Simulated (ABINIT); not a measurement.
# BN (F-43m) in ABINIT: settings compared

One crystal, BN, is run at these levels: RPBE+D3(BJ), BP86+D3(BJ); tasks: equation of state.

Everything below comes from runs of ABINIT 10.8.3 (patched build). Logs are shortened: lines on timing, memory, paths and dates and some standing lists are left out, and cuts for length are marked. The log counts tension as positive stress, the text compression.

**Experimental background.**

From “Effect of nanostructuration on compressibility of cubic BN”, 2012, arxiv:1208.3664, for a bulk crystal of BN at 300 K: bulk modulus 395 ± 2 GPa.

The runs below are set against these values where they give the same quantity.

**1. Starting point**

The structure is cubic, space group F-43m (No. 216). Conventional cell: a = 3.626 Å, b = 3.626 Å, c = 3.626 Å, α = 90.00°, β = 90.00°, γ = 90.00°. N (site symmetry -43m) is surrounded by 4 B at 1.57 Å. Around B (site symmetry -43m) lie 4 N at 1.57 Å.

The cell is a database's computed one.

**2. Equation of state, RPBE+D3(BJ)**

run.py reads:

```python
import json, os
import numpy as np
from ase.eos import EquationOfState
from ase.units import GPa
from ase.calculators.mixing import SumCalculator
from dftd3.ase import DFTD3
from ase.calculators.abinit import Abinit, AbinitProfile
from ase import Atoms

atoms = Atoms(['N', 'B'],
              cell=[[0.0, 1.813001, 1.813001], [1.813001, 0.0, 1.813001], [1.813001, 1.813001, 0.0]],
              scaled_positions=[[0.25, 0.25, 0.25], [0.0, 0.0, 0.0]],
              pbc=True)

profile = AbinitProfile(command='abinit', pp_paths=[os.path.abspath('pseudos')])
params = dict(
    pps='pawxml', xc='PBE',
    ecut=680.2847,
    pawecutdg=1278.9352,
    kptopt=1,
    ngkpt=[13, 13, 13],
    nshiftk=1,
    shiftk=[0.0, 0.0, 0.0],
    ixc=15,
    nband=8,
    occopt=3,
    tsmear=0.05,
    nstep=100,
    tolvrs=1e-09,
    prtwf=0,
    prtden=0,
)

cell0 = atoms.cell.copy()
volumes, energies = [], []
for i, x in enumerate([0.94, 0.96, 0.98, 1.0, 1.02, 1.04, 1.06]):
    atoms.set_cell(cell0 * x ** (1 / 3), scale_atoms=True)
    atoms.calc = SumCalculator([Abinit(profile=profile, directory=f'v{i}', **params), DFTD3(method='rpbe', damping='d3bj')])
    volumes.append(atoms.get_volume() / len(atoms))
    dft, disp = atoms.calc.mixer.calcs
    energies.append((dft.get_property('free_energy', atoms) + disp.get_property('energy', atoms)) / len(atoms))
    print(f'{x:5.2f} {volumes[-1]:10.5f} A^3/atom {energies[-1]:14.6f} eV/atom', flush=True)
    json.dump(dict(volumes=volumes, energies=energies), open('results.json', 'w'))
v0, e0, b0 = EquationOfState(volumes, energies, eos='birchmurnaghan').fit()
print(f'V0 {v0:.4f} A^3/atom  E0 {e0:.6f} eV/atom  B0 {b0 / GPa:.2f} GPa')
```

Potentials or basis: JTH PAW PBE v2.0.

On the command line:

```console
$ python run.py
```

Output:

```text
0.94    5.60173 A^3/atom    -176.869119 eV/atom
 0.96    5.72091 A^3/atom    -176.872857 eV/atom
 0.98    5.84010 A^3/atom    -176.870391 eV/atom
 1.00    5.95928 A^3/atom    -176.862274 eV/atom
 1.02    6.07847 A^3/atom    -176.849106 eV/atom
 1.04    6.19766 A^3/atom    -176.831291 eV/atom
 1.06    6.31684 A^3/atom    -176.809396 eV/atom
V0 5.7311 A^3/atom  E0 -176.872889 eV/atom  B0 399.02 GPa
```

abinit.in:

```text
ecut 680.2847 eV
ixc 15
kptopt 1
natom 2
nband 8
ngkpt
13 13 13
nshiftk 1
nsppol 1
nstep 100
occopt 3
pawecutdg 1278.9352 eV
prtden 0
prtwf 0
shiftk
0.0 0.0 0.0
tolvrs 1e-09
tsmear 0.05 eV
#Definition of the unit cell
acell
1.00000000000000 1.00000000000000 1.00000000000000 Angstrom
rprim
0.00000000000000 1.84855906666430 1.84855906666430
1.84855906666430 0.00000000000000 1.84855906666430
1.84855906666430 1.84855906666430 0.00000000000000
chkprim 0 # Allow non-primitive cells
#Definition of the atom types
ntypat 2
znucl 5 7
#Enumerate different atomic species
typat
 2 1
pseudos "./pseudos/B.GGA_PBE-JTH.xml,
./pseudos/N.GGA_PBE-JTH.xml"
#Definition of the atoms
xcart
1.74663518171413 1.74663518171413 1.74663518171413
0.00000000000000 0.00000000000000 0.00000000000000
chkexit 1 # abinit.exit file in the running directory terminates after the current SCF
```

abinit.abo:

```text
.Version 10.8.3 of ABINIT
 Symmetries : space group F-4 3 m (#216); Bravais cF (face-center cubic)
================================================================================
 Values of the parameters that define the memory need of the present run
     intxc =       0    ionmov =       0      iscf =      17    lmnmax =       8
     lnmax =       4     mgfft =      24  mpssoang =       2    mqgrid =    3001
     natom =       2  nloc_mem =       2    nspden =       1   nspinor =       1
    nsppol =       1      nsym =      24    n1xccc =       1    ntypat =       2
    occopt =       3   xclevel =       2
       mpw =         532          nfft =       13824          nkpt =          84
 PAW method is used; the additional fine FFT grid is defined by:
   mgfftf=        32    nfftf =     32768
================================================================================
================================================================================

--------------------------------------------------------------------------------
------------- Echo of variables that govern the present computation ------------
--------------------------------------------------------------------------------
 -outvars: echo values of preprocessed input variables --------
            acell      1.8897261259E+00  1.8897261259E+00  1.8897261259E+00 Bohr
              amu      1.08110000E+01  1.40067400E+01
          chkexit           1
          chkprim           0
             ecut      2.50000016E+01 Hartree
                       outvar_i_n : Printing only first  50 k-points.
              ixc          15
                       outvar_i_n : Printing only first  50 k-points.
         kptrlatt       13    0    0      0   13    0      0    0   13
          kptrlen      6.42229942E+01
            natom           2
            nband           8
            ngfft          24      24      24
          ngfftdg          32      32      32
             nkpt          84
            nstep         100
             nsym          24
           ntypat           2
                       prtocc : prtvol=0, do not print more k-points.
           occopt           3
        pawecutdg      4.70000017E+01 Hartree
         pawxcdev           0
           prtden           0
            prtwf           0
            rprim      0.0000000000E+00  1.8485590667E+00  1.8485590667E+00
                       1.8485590667E+00  0.0000000000E+00  1.8485590667E+00
                       1.8485590667E+00  1.8485590667E+00  0.0000000000E+00
          spgroup         216
           tolvrs      1.00000000E-09
           tsmear      1.83746611E-03 Hartree
            typat      2  1
           useylm           1
                       outvars : Printing only first  50 k-points.
           xangst      9.2427953330E-01  9.2427953330E-01  9.2427953330E-01
                      -3.4654123198E-11 -3.4654123198E-11 -3.4654123198E-11
            xcart      1.7466351817E+00  1.7466351817E+00  1.7466351817E+00
                      -6.5486801978E-11 -6.5486801978E-11 -6.5486801978E-11
             xred      2.4999999999E-01  2.4999999999E-01  2.4999999999E-01
                      -9.3732799300E-12 -9.3732799300E-12 -9.3732799300E-12
            znucl        5.00000    7.00000

================================================================================

 chkinp: Checking input parameters for consistency.

================================================================================
== DATASET  1 ==================================================================

--- !DatasetInfo
iteration_state: {dtset: 1, }
dimensions: {natom: 2, nkpt: 84, mband: 8, nsppol: 1, nspinor: 1, nspden: 1, mpw: 532, }
cutoff_energies: {ecut:  25.0, pawecutdg:  47.0, }
electrons: {nelect:   8.00000000E+00, charge:   0.00000000E+00, occopt:   3.00000000E+00, tsmear:   1.83746611E-03, }
meta: {optdriver: 0, ionmov: 0, optcell: 0, iscf: 17, paral_kgb: 0, }
[... 88 lines left out ...]
pressure_GPa:  -1.4794E+01
xred      :
- [  2.5000E-01,   2.5000E-01,   2.5000E-01,  N]
- [ -9.3733E-12,  -9.3733E-12,  -9.3733E-12,  B]
cartesian_forces: # hartree/bohr
- [ -5.78106962E-29,   9.63511603E-30,   3.85404641E-29, ]
- [  5.78106962E-29,  -9.63511603E-30,  -3.85404641E-29, ]
force_length_stats: {min:   7.01447035E-29, max:   7.01447035E-29, mean:   7.01447035E-29, }
...

 Integrated electronic density in atomic spheres:
 ------------------------------------------------
 Atom  Sphere_radius  Integrated_density
    1        1.20497          2.62621185
    2        1.70617          1.95953922

================================================================================

 ----iterations are completed or convergence reached----

 Mean square residual over all n,k,spin=   30.512E-13; max=  49.731E-11
 reduced coordinates (array xred) for    2 atoms
       0.249999999991      0.249999999991      0.249999999991
      -0.000000000009     -0.000000000009     -0.000000000009
 rms dE/dt=  3.3658E-28; max dE/dt=  5.3853E-28; dE/dt below (all hartree)
    1      -0.000000000000      0.000000000000      0.000000000000
    2      -0.000000000000     -0.000000000000      0.000000000000

 cartesian coordinates (angstrom) at end:
    1      0.92427953329750     0.92427953329750     0.92427953329750
    2     -0.00000000003465    -0.00000000003465    -0.00000000003465

 cartesian forces (hartree/bohr) at end:
    1     -0.00000000000000     0.00000000000000     0.00000000000000
    2      0.00000000000000    -0.00000000000000    -0.00000000000000
 frms,max,avg= 4.0498063E-29 5.7810696E-29   0.000E+00  0.000E+00  0.000E+00 h/b

 cartesian forces (eV/Angstrom) at end:
    1     -0.00000000000000     0.00000000000000     0.00000000000000
    2      0.00000000000000    -0.00000000000000    -0.00000000000000
 frms,max,avg= 2.0824942E-27 2.9727455E-27   0.000E+00  0.000E+00  0.000E+00 e/A
 length scales=  1.889726125908  1.889726125908  1.889726125908 bohr
              =  1.000000000000  1.000000000000  1.000000000000 angstroms
 Fermi (or HOMO) energy (hartree) =   0.37698   Average Vxc (hartree)=  -0.45508
 Eigenvalues (hartree) for nkpt=  84  k points:
 kpt#   1, nband=  8, wtk=  0.00046, kpt=  0.0000  0.0000  0.0000 (reduced coord)
  -0.42841    0.29043    0.29043    0.29043    0.60429    0.60429    0.60429    0.63046
      occupation numbers for kpt#   1
   2.00000    2.00000    2.00000    2.00000    0.00000    0.00000    0.00000    0.00000
 prteigrs : prtvol=0 or 1, do not print more k-points.

--- !EnergyTerms
iteration_state     : {dtset: 1, }
comment             : Components of total free energy in Hartree
kinetic             :  7.78443686362113E+00
hartree             :  1.87639846918594E+00
xc                  : -3.87976210521650E+00
Ewald energy        : -1.28778602064291E+01
psp_core            :  6.83909526918946E-01
local_psp           : -7.95207977458906E+00
PAW spherical_terms :  1.41413925877093E+00
internal            : -1.29508179677377E+01
'-kT*entropy'       :  6.26635405992691E-16
total_energy        : -1.29508179677377E+01
total_energy_eV     : -3.52409709921501E+02
...

--- !EnergyTermsDC
iteration_state     : {dtset: 1, }
comment             : '"Double-counting" decomposition of free energy'
band_energy         :  9.62016793439683E-02
Ewald energy        : -1.28778602064291E+01
psp_core            :  6.83909526918946E-01
xc_dc               : -1.09559619454312E+00
PAW spherical_terms :  2.42531661975465E-01
internal            : -1.29508135327338E+01
'-kT*entropy'       :  6.26635405992691E-16
total_energy_dc     : -1.29508135327338E+01
total_energy_dc_eV  : -3.52409589238898E+02
...

--- !EnergyTermsWithPAWCore
iteration_state     : {dtset: 1, }
comment             : 'Components of total free energy, including PAW core contributions'
Total energy        : -7.97882305986540E+01
Total energy DC     : -7.97882261636501E+01
Total energy (eV)   : -2.17114836070337E+03
Total energy DC (eV): -2.17114824002077E+03
...

 Cartesian components of stress tensor (hartree/bohr^3)
  sigma(1 1)=  5.02827844E-04  sigma(3 2)=  0.00000000E+00
  sigma(2 2)=  5.02827844E-04  sigma(3 1)=  0.00000000E+00
  sigma(3 3)=  5.02827844E-04  sigma(2 1)=  0.00000000E+00

-Cartesian components of stress tensor (GPa)         [Pressure= -1.4794E+01 GPa]
- sigma(1 1)=  1.47937059E+01  sigma(3 2)=  0.00000000E+00
- sigma(2 2)=  1.47937059E+01  sigma(3 1)=  0.00000000E+00
- sigma(3 3)=  1.47937059E+01  sigma(2 1)=  0.00000000E+00

== END DATASET(S) ==============================================================
================================================================================

 -outvars: echo values of variables after computation  --------
            acell      1.8897261259E+00  1.8897261259E+00  1.8897261259E+00 Bohr
           etotal     -1.2950813533E+01
            fcart     -5.7810696201E-29  9.6351160335E-30  3.8540464134E-29
                       5.7810696201E-29 -9.6351160335E-30 -3.8540464134E-29
            rprim      0.0000000000E+00  1.8485590667E+00  1.8485590667E+00
                       1.8485590667E+00  0.0000000000E+00  1.8485590667E+00
                       1.8485590667E+00  1.8485590667E+00  0.0000000000E+00
           strten      5.0282784422E-04  5.0282784422E-04  5.0282784422E-04
                       0.0000000000E+00  0.0000000000E+00  0.0000000000E+00
           xangst      9.2427953330E-01  9.2427953330E-01  9.2427953330E-01
                      -3.4654123198E-11 -3.4654123198E-11 -3.4654123198E-11
             xred      2.4999999999E-01  2.4999999999E-01  2.4999999999E-01
                      -9.3732799300E-12 -9.3732799300E-12 -9.3732799300E-12
 Calculation completed.
```

It took 63 s on 1 thread of Arm Neoverse V2, shared host; peak memory 0.11 GiB.

Results:

```
Equilibrium volume                      : 5.73 Å³/atom
Bulk modulus                            : 399 GPa
Pressure derivative of the bulk modulus : 3.9
```

Energy against volume, from the lowest point:
```tsv
volume (Å³/atom)	energy (meV/atom)
5.602	3.74
5.721	0.00
5.840	2.47
5.959	10.58
6.078	23.75
6.198	41.57
6.317	63.46
```

Caveat: the cutoff is too short for stress, so the log's stress isn't used; pressures at fixed basis lie under the slope of the energies; the log and the count of SCF iterations are those of the last ABINIT call alone; the PAW data sets were made with another functional, which shifts forces and pressure a little.

**3. Equation of state, BP86+D3(BJ)**

run.abi reads:

```
# Datasets: one volume each
ndtset 7
getwfk -1
scalecart1 3*0.9795861087
scalecart2 3*0.9864848297
scalecart3 3*0.9932883884
scalecart4 3*1.0000000000
scalecart5 3*1.0066227096
scalecart6 3*1.0131594038
scalecart7 3*1.0196128224

# Pseudopotentials
pp_dirpath "./"
pseudos "N.GGA_PBE-JTH.xml, B.GGA_PBE-JTH.xml"

# Structure
acell 4.8452022309 4.8452022309 4.8452022309
rprim
     0.0000000000     0.7071067812     0.7071067812
     0.7071067812     0.0000000000     0.7071067812
     0.7071067812     0.7071067812     0.0000000000
ntypat 2
znucl 7 5
natom 2
typat 1 2
xred
     0.2500000000     0.2500000000     0.2500000000
     0.0000000000     0.0000000000     0.0000000000

# Plane-wave basis
ecut 25.0
pawecutdg 47.0

# k points
kptopt 1
ngkpt 13 13 13
nshiftk 1
shiftk 0.0 0.0 0.0

# Exchange and correlation
ixc -106132
vdw_xc 7

# Bands and occupations
nband 8
occopt 3
tsmear 0.05 eV

# SCF cycle
nstep 100
tolvrs 1.0e-9

# Output
iomode 3
prtwf 1
prtden 0
prteig 0
prtebands 0
enunit 1
```

Potentials or basis: JTH PAW PBE v2.0.

On the command line:

```console
$ abinit run.abi > log 2>&1
```

Wall time 59 s (1 thread of Arm Neoverse V2, shared host); peak memory 0.12 GiB.

The run converged. Its results:

| Property | Result |
| --- | --- |
| Equilibrium volume | 5.83 Å³/atom |
| Bulk modulus | 384 GPa |
| Pressure derivative of the bulk modulus | 3.9 |

Energy against volume, from the lowest point:
```
volume (Å³/atom)  energy (meV/atom)
           5.602              11.75
           5.721               2.66
           5.840               0.00
           5.959               3.13
           6.078              11.55
           6.198              24.70
           6.317              42.20
```

Caveat: the cutoff is too short for stress, so the log's stress isn't used; pressures at fixed basis lie under the slope of the energies; the PAW data sets were made with another functional, which shifts forces and pressure a little; the atomic spheres overlap.

**4. Comparison with measurements**

Step 2. Measured bulk modulus of BN: 395 GPa (300 K; quoted in “Effect of nanostructuration on compressibility of cubic BN”, 2012, arxiv:1208.3664). This calculation gives 399 GPa (+1.0 %). The fit is for a static lattice scaled at fixed shape and fixed fractional positions.

Step 3. Measured bulk modulus of BN: 395 GPa (300 K; quoted in “Effect of nanostructuration on compressibility of cubic BN”, 2012, arxiv:1208.3664). This calculation gives 384 GPa (-2.8 %). The fit is for a static lattice scaled at fixed shape and fixed fractional positions.
